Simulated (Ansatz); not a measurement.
Level of theory: DFT PBE, scalar-relativistic, plane waves, PAW in Ansatz 0.2.0. Settings: cutoff 420 eV, Γ-centred meshes spaced at most about 0.3 Å⁻¹ (2π included), Gaussian smearing. No spin polarisation.

Energies over the elements count from the elements' standard structures at the same level (Cl₂ as a molecule), with no fitted energy shifts.

Temperature and zero-point effects are left out. Kohn–Sham gaps at this level usually fall short of measured ones.

The competitors are the elements and 1 reference phase of this chemical system (from databases or known types: LiCl), relaxed at the same level; other known phases may be missing.

Q: Find a crystal containing Li and Cl that lies within 0.1 eV/atom of the hull of database phases or under it, with a gap near 5.5 eV.

A: LiCl, space group Pbam (No. 55), at -1.827 eV/atom against the elements, with a gap of 5.48 eV on its mesh. Li on a site of symmetry m is surrounded by 4 Cl at 2.32–2.44 Å; around Li on a site of symmetry 2/m lie 4 Cl at 2.49 Å; Cl on a site of symmetry m has 2 Li at 2.32–2.34 Å and 2 Li at 2.49 Å; around Cl on a site of symmetry 2/m lie 4 Li at 2.44 Å.

```cif
data_structure
_symmetry_space_group_name_H-M 'P 1'
_symmetry_Int_Tables_number 1
_cell_length_a 6.4431
_cell_length_b 10.6303
_cell_length_c 3.6592
_cell_angle_alpha 90.000
_cell_angle_beta 90.000
_cell_angle_gamma 90.000
_cell_volume 250.63
loop_
_atom_site_label
_atom_site_type_symbol
_atom_site_fract_x
_atom_site_fract_y
_atom_site_fract_z
_atom_site_occupancy
Li1 Li 0.58522 0.64308 0.50000 1
Li2 Li 0.41478 0.35692 0.50000 1
Li3 Li 0.00000 0.50000 0.00000 1
Li4 Li 0.08522 0.85692 0.50000 1
Li5 Li 0.91478 0.14308 0.50000 1
Li6 Li 0.50000 0.00000 0.00000 1
Cl1 Cl 0.05170 0.34481 0.50000 1
Cl2 Cl 0.94830 0.65519 0.50000 1
Cl3 Cl 0.50000 0.50000 0.00000 1
Cl4 Cl 0.55170 0.15519 0.50000 1
Cl5 Cl 0.44830 0.84481 0.50000 1
Cl6 Cl 0.00000 0.00000 0.00000 1
```

The lowest competing phase:

| phase | space group | source | share of atoms | ΔE_f (eV/atom) |
| --- | --- | --- | --- | --- |
| LiCl | P6_3mc (No. 186) | Materials Project | 1.0000 | -1.878 |

The candidate lies 51 meV/atom above it. The candidate matches no cell in the subsets of the Crystallography Open Database and the Materials Project at hand. It is metastable at best. Whether it is a true minimum wasn't tested by phonons. The Crystallography Open Database lists this formula in another space group (No. 225). Other answers may fit too; this one was computed.
